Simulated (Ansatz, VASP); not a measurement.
NaI in VASP and in Ansatz

INCAR

```
ALGO = Normal ; EDIFF = 1E-6
ENCUT = 520 ; GGA = PS
ISIF = 2 ; ISMEAR = 0
LASPH = True ; LCHARG = False
LREAL = False ; LWAVE = False
NBANDS = 14 ; NELM = 60
PREC = Accurate ; SIGMA = 0.01
```

File KPOINTS:

```
k-points
0
Gamma
  4 4 4
```

POSCAR

```
NaI
1.0
    4.0405365579      0.0000000000      0.0000000000
    0.0000000000      4.0405365579      0.0000000000
    0.0000000000      0.0000000000      4.0405365579
Na I
1 1
Direct
    0.0000000000      0.0000000000      0.0000000000
    0.5000000000      0.5000000000      0.5000000000
```

Input for Ansatz:

```yaml
crystal:
  lattice:
    - [4.0405365579, 0.0, 0.0]
    - [0.0, 4.0405365579, 0.0]
    - [0.0, 0.0, 4.0405365579]
  atoms:
    - { symbol: Na, position: [0.0, 0.0, 0.0] }
    - { symbol: I, position: [0.5, 0.5, 0.5] }
kpoints:
  mp_grid: { grid: [4, 4, 4] }
hamiltonian:
  xc: pbesol
scf:
  occupations: { method: fixed }
  n_extra_bands: 4
output:
  forces: true
  stress: true
  eigenvalues: true
  write_density: true
  write_potential: true
  elf: true
  volumetric_format: npy
```

The cell was built by a generator and needn't be a form met in nature.

Alike in both runs: task single point; functional PBEsol; k mesh 4 × 4 × 4; no spin polarisation.

|  | VASP | Ansatz |
| --- | --- | --- |
| version | VASP 6.6.1 | Ansatz 0.2.0 |
| potentials or method | VASP PAW PBE potentials, release 64 (Na_pv, I) | plane waves, PAW |
| plane-wave cutoff (eV) | 520 | 420 |
| occupations | gaussian, width 0.01 eV | fixed |
| valence electrons in the cell | 14 | 26 |

```csv
,VASP,Ansatz,Ansatz less VASP
gap on the k mesh at the Fermi level (eV),2.19,2.20,+0.004
pressure (GPa),-0.4,-0.5,-0.04
```

The two sets of potentials don't hold the same shells in valence.

Caveats: the PAW data sets were made with another functional, which shifts forces and pressure a little (VASP); spin-orbit coupling is left out, which moves the levels of the heavy elements. A k mesh can miss the band edges.
